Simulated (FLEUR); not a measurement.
Crystal: ZnO (zincite).

```
CELL_PARAMETERS angstrom
3.24931 0.00000 0.00000
-1.62465 2.81398 0.00000
0.00000 0.00000 5.20571
ATOMIC_POSITIONS crystal
Zn 0.66667 0.33333 0.00000
Zn 0.33333 0.66667 0.50000
O 0.33333 0.66667 0.87901
O 0.66667 0.33333 0.37901
```

Base run:

- Program: FLEUR MaX-R8.1 (later development tree)
- Functional: PBEsol
- Potentials or basis: all-electron
- Basis: FLAPW
- Kmax: 5 1/bohr
- k mesh: 9 × 9 × 5
- Occupations: fermi-dirac, width 0.05 eV
- Spin: no spin polarisation

Its results: band gap on the k mesh 0.72 eV, direct.

Q: The run is repeated on the same cell with these changes: functional from PBEsol to SCAN. What comes out?

A: Band gap on the k mesh 1.21 eV, direct.

SCAN gives the wider gap, since meta-GGAs in the generalised Kohn-Sham scheme recover part of the derivative discontinuity.

Caveats: the meta-GGA is that of a development version, with a GGA for the radial functions and cores and without core tails (some runs).
